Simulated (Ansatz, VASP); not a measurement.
**C: VASP beside Ansatz**

Contents of INCAR:

```
SYSTEM = C
  PREC = Accurate
  ENCUT = 600
  EDIFF = 1E-6
  ISMEAR = -1
  SIGMA = 0.03
  LREAL = .FALSE.
  LASPH = .TRUE.
  NELM = 80
  ALGO = Normal
  ISIF = 3
  LWAVE = .FALSE.
  LCHARG = .FALSE.
  GGA = PE
  IBRION = 2
  NSW = 100
  EDIFFG = -0.005
```

KPOINTS

```
Automatic mesh
0
G
  16 16 16
  0 0 0
```

POSCAR

```
C
1.0
   -1.4062500000      1.4062500000      1.4062500000
    1.4062500000     -1.4062500000      1.4062500000
    1.4062500000      1.4062500000     -1.4062500000
C
1
Direct
    0.0000000000      0.0000000000      0.0000000000
```

Input for Ansatz:

```yaml
crystal:
  lattice:
    - [-1.40625, 1.40625, 1.40625]
    - [1.40625, -1.40625, 1.40625]
    - [1.40625, 1.40625, -1.40625]
  atoms:
    - { symbol: C, position: [0.0, 0.0, 0.0] }
kpoints:
  mp_grid: { grid: [16, 16, 16] }
scf:
  occupations: { method: fermi_dirac, width: 0.03 }
hamiltonian:
  xc: pbe
  pseudopotentials: { kind: paw, azcp: { folder: soft_1 } }
output:
  forces: true
  stress: true
relax:
  f_tol: 0.005
  max_steps: 80
  cell: {}
```

Alike in both runs: task relaxation of cell and atoms; functional PBE; k mesh 16 × 16 × 16; occupations fermi-dirac, width 0.03 eV; no spin polarisation.

|  | VASP | Ansatz |
| --- | --- | --- |
| version | VASP 6.6.1 | Ansatz 0.2.0 |
| potentials or method | VASP PAW PBE potentials, release 64 (C) | PAW with Ansatz's earlier generated frozen-core files (soft_1), scalar-relativistic |
| plane-wave cutoff (eV) | 600 | 420 |
| valence electrons in the cell | 4 | 4 |

Ansatz gave:

* relaxed volume (Å³/atom): 6.64
* relaxed cell length with the largest relative difference (Å): 2.051
* energy change over the relaxation (meV/atom): -660

Q: Which values does VASP return?

A: Relaxed volume (Å³/atom): 6.64; relaxed cell length with the largest relative difference (Å): 2.051; energy change over the relaxation (meV/atom): -663.

Caveats: the volume moved by over 15 % at a fixed basis, so the end points are rough (VASP).
